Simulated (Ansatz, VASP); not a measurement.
BN: VASP beside Ansatz

Contents of INCAR:

```
SYSTEM = BN
PREC     = Accurate       ! precision mode
ENCUT    = 600            ! plane-wave cutoff, eV
EDIFF    = 1E-7           ! SCF threshold, eV
ISMEAR   = 0              ! smearing method
SIGMA    = 0.02           ! smearing width, eV
LREAL    = .FALSE.        ! projectors in reciprocal space
LASPH    = .TRUE.         ! aspherical terms in the spheres
NELM     = 80             ! most SCF steps
ALGO     = Normal         ! electronic algorithm
ISIF     = 3              ! what is computed and relaxed
LWAVE    = .FALSE.        ! write WAVECAR
LCHARG   = .FALSE.        ! write CHGCAR
IBRION   = 2              ! ionic algorithm
NSW      = 100            ! ionic steps
EDIFFG   = -0.005         ! ionic threshold
```

File KPOINTS:

```
Automatic mesh
0
G
  12 12 6
  0 0 0
```

POSCAR

```
BN
1.0
    2.5224119583      0.0000000000      0.0000000000
   -1.2612059792      2.1844728347      0.0000000000
    0.0000000000      0.0000000000      4.1749940278
B N
2 2
Direct
    0.6666666667      0.3333333333      0.9996905229
    0.3333333333      0.6666666667      0.4996905229
    0.6666666667      0.3333333333      0.6253094771
    0.3333333333      0.6666666667      0.1253094771
```

Input for Ansatz:

```yaml
crystal:
  lattice:
    - [2.5224119583, 0.0, 0.0]
    - [-1.2612059792, 2.1844728347, 0.0]
    - [0.0, 0.0, 4.1749940278]
  atoms:
    - { symbol: B, position: [0.6666666667, 0.3333333333, 0.9996905229] }
    - { symbol: B, position: [0.3333333333, 0.6666666667, 0.4996905229] }
    - { symbol: "N", position: [0.6666666667, 0.3333333333, 0.6253094771] }
    - { symbol: "N", position: [0.3333333333, 0.6666666667, 0.1253094771] }
basis:
  ecutwfc: 520.0
kpoints:
  mp_grid: { grid: [12, 12, 6] }
hamiltonian:
  xc: lda
  pseudopotentials: { kind: paw }
scf:
  occupations: { method: gaussian, width: 0.02 }
output:
  forces: true
  stress: true
  eigenvalues: true
relax:
  adjacent_minimum: "off"
  f_tol: 0.005
  max_steps: 80
  cell: { stress_tol: 0.05 }
```

Measurements of this composition are mostly on another form, of space group No. 194.

Alike in both runs: task relaxation of cell and atoms; functional LDA; k mesh 12 × 12 × 6; occupations gaussian, width 0.02 eV; no spin polarisation.

|  | VASP | Ansatz |
| --- | --- | --- |
| version | VASP 6.6.1 | Ansatz 0.2.0 |
| potentials or method | VASP PAW LDA potentials, release 64 (B, N) | scalar-relativistic, plane waves, PAW |
| plane-wave cutoff (eV) | 600 | 520 |
| valence electrons in the cell | 16 | 16 |

|  | VASP | Ansatz | Ansatz less VASP |
| --- | --- | --- | --- |
| gap on the k mesh at the Fermi level, each at its own relaxed structure (eV) | 4.91 | 4.93 | +0.026 |
| relaxed volume (Å³/atom) | 5.77 | 5.76 | -0.010 |
| relaxed cell length with the largest relative difference (Å) | 4.178 | 4.175 | -0.0025 |

A k mesh can miss the band edges.
